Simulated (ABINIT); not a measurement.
Wanted: an ASE script for an ABINIT 10.8.3 (patched build) run.

- Task: single point
- Functional: PBE
- Dispersion: D4
- Potentials or basis: JTH PAW LDA v2.0 sp
- Cutoff: 544 eV
- k mesh: 7 × 7 × 3
- Occupations: fixed
- Spin: no spin polarisation
- Inner loops (nnsclo): 2
- Dispersion computed by: dftd4 4.3.1
- Fine-grid cutoff: 1088.46 eV
- Exchange and correlation inside the PAW spheres: full angular mesh (pawxcdev 0, this build's default; the released program takes 1)

Sb:

```
CELL_PARAMETERS angstrom
4.30840 0.00000 0.00000
-2.15420 3.73118 0.00000
0.00000 0.00000 11.27400
ATOMIC_POSITIONS crystal
Sb 0.00000 0.00000 0.76651
Sb 0.00000 0.00000 0.23349
Sb 0.66667 0.33333 0.09984
Sb 0.66667 0.33333 0.56682
Sb 0.33333 0.66667 0.43318
Sb 0.33333 0.66667 0.90016
```

These files were run (other wordings do the same):

run.py

```python
import json, os
import numpy as np
from ase.units import GPa
from ase.calculators.mixing import SumCalculator
from dftd4.ase import DFTD4
from ase.calculators.abinit import Abinit, AbinitProfile
from ase.spacegroup import crystal

atoms = crystal(['Sb'],
                basis=[[0.0, 0.0, 0.76651]],
                spacegroup=166, setting=1,
                cellpar=[4.3084, 4.3084, 11.274, 90.0, 90.0, 120.0])

profile = AbinitProfile(command='abinit', pp_paths=[os.path.abspath('pseudos')])
params = dict(
    pps='pawxml', xc='LDA',
    ecut=544.2277,
    pawecutdg=1088.4554,
    kptopt=1,
    ngkpt=[7, 7, 3],
    nshiftk=1,
    shiftk=[0.0, 0.0, 0.0],
    ixc=11,
    nband=25,
    occopt=1,
    nstep=100,
    tolvrs=1e-09,
    diemac=6.0,
    nnsclo=2,
    prtwf=0,
    prtden=0,
)

atoms.calc = SumCalculator([Abinit(profile=profile, directory='run', **params), DFTD4(method='pbe')])
energy = atoms.get_potential_energy()
forces = atoms.get_forces()
stress = atoms.get_stress()
print(f'energy {energy:.6f} eV')
print('forces (eV/A)')
print(np.round(forces, 5))
print('stress (GPa, Voigt, tension positive)', np.round(stress / GPa, 4))
json.dump(dict(energy=energy, forces=forces.tolist(), stress=stress.tolist(), cell=atoms.cell.tolist(), frac=atoms.get_scaled_positions(wrap=False).tolist()), open('results.json', 'w'))
```

Potentials or basis: JTH PAW LDA v2.0 sp.

Run with:

```sh
$ python run.py
```

It gave:

```json
{"Pressure": "0.1 GPa", "Largest force": "0.159 eV/Å", "Band gap on the k mesh": "0.27 eV", "Valence electrons inside the program's atomic spheres": "Sb 2.28, 2.29 (radii [1.2207] Å)", "Dispersion energy per atom": "-0.510 eV"}
```

Caveat: the PAW data sets were made with another functional, which shifts forces and pressure a little; spin-orbit coupling is left out, which moves the levels of the heavy elements; this set keeps more shells in the core, which shifts pressures and gaps; an odd mesh through Γ misses points on the zone boundary, where band edges often lie.

Wall time 2.1 min on 1 thread of Arm Neoverse V1 (shared host), peak memory 0.23 GiB.
